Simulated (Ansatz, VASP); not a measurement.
LiH: VASP beside Ansatz

```xyz
2
Lattice="2.8145 0.0000 0.0000 0.0000 2.8145 0.0000 0.0000 0.0000 2.8145" Properties=species:S:1:pos:R:3 pbc="T T T"
Li    1.4072    1.4072    1.4072
H     0.0000    0.0000    0.0000
```

Change from the starting cell: species swapped into the ZrIr type (Pm-3m, No. 221).

Alike in both runs: task single point; functional PBE; k mesh 6 × 6 × 6; occupations gaussian, width 0.1 eV; no spin polarisation.

|  | VASP | Ansatz |
| --- | --- | --- |
| version | VASP 6.6.1 | Ansatz 0.2.0 |
| potentials or method | VASP PAW PBE potentials, release 64 (Li_sv, H) | scalar-relativistic, plane waves, PAW |
| plane-wave cutoff (eV) | 520 | 420 |
| valence electrons in the cell | 4 | 4 |

VASP gave:

```
gap on the k mesh at the Fermi level (eV) : 0.84
least direct gap on the mesh (eV)         : 3.92
```

Problem. Which values does Ansatz return?

Solution. gap on the k mesh at the Fermi level (eV): 0.82; least direct gap on the mesh (eV): 3.93.

 A k mesh can miss the band edges.
